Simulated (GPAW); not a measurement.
The system is RbCl.

```xyz
2
Lattice="0.0000 3.2740 3.2740 3.2740 0.0000 3.2740 3.2740 3.2740 0.0000" Properties=species:S:1:pos:R:3 pbc="T T T"
Rb    0.0000    0.0000    0.0000
Cl    3.2740    3.2740    3.2740
```

Base run:

```yaml
Program: GPAW 26.7.0
Functional: PBE
Potentials_or_basis: GPAW PAW data sets (gpaw-data 1.2.1)
Cutoff: 600 eV
Basis: pw
k_mesh: 7 × 7 × 7
Occupations: fermi-dirac, width 0.05 eV
Spin: no spin polarisation
```

Its results: band gap on the k mesh 5.05 eV, direct; pressure 1.1 GPa.

The run is repeated on the same cell with these changes: functional from PBE to r2SCAN. What comes out?

Band gap on the k mesh 5.65 eV, direct; pressure 0.5 GPa.

r2SCAN gives the wider gap, since meta-GGAs in the generalised Kohn-Sham scheme recover part of the derivative discontinuity.

Caveats: the PAW data sets were made with another functional, which shifts forces and pressure a little (some runs).
